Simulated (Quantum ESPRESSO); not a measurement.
Crystal: Nb.

```
Nb
1.0
     2.71964    0.00000    0.00000
     0.00000    2.71964    0.00000
     0.00000    0.00000    2.71964
Nb
1
Direct
  0.50000 0.50000 0.50000
```

The cell was built by a generator and needn't be a form met in nature.

```yaml
Program: Quantum ESPRESSO 7.5
Task: Hubbard U by linear response
Functional: PBEsol
Potentials_or_basis: PseudoDojo 0.4.1 SR PBEsol standard
Cutoff: 1116 eV
Density_cutoff: 4463 eV
k_mesh: 8 × 8 × 8
Occupations: cold, width 0.2 eV
Spin: no spin polarisation
Hubbard_terms: Nb d U = 0.0001 eV
Start_of_the_occupations: default
Hubbard_projectors: atomic
Mixing_beta: 0.3
Most_SCF_iterations: 120
SCF_threshold: 2e-10 Ry
q_mesh: 1 × 1 × 1
```

Problem. What Hubbard parameters does linear response give?

Solution. U = 0.68 eV on Nb 4d. The values belong to these projectors, potentials and this ground state, and don't carry over to other codes.

Hubbard U from linear response:
```csv
site,manifold,U (eV)
1,Nb-4d,0.68
```
On the first site the bare response is -0.095 and the screened one -0.089 eV⁻¹.

Eigenvalues of the final occupation matrices:
```
   site  spin  trace               eigenvalues
Nb 1 4d  each   3.06  0.57 0.57 0.57 0.68 0.68
```

Caveat: the computed U isn't converged in cell size; U without spin polarisation on a metal has little footing; the U is typed as a test and isn't derived for this compound.
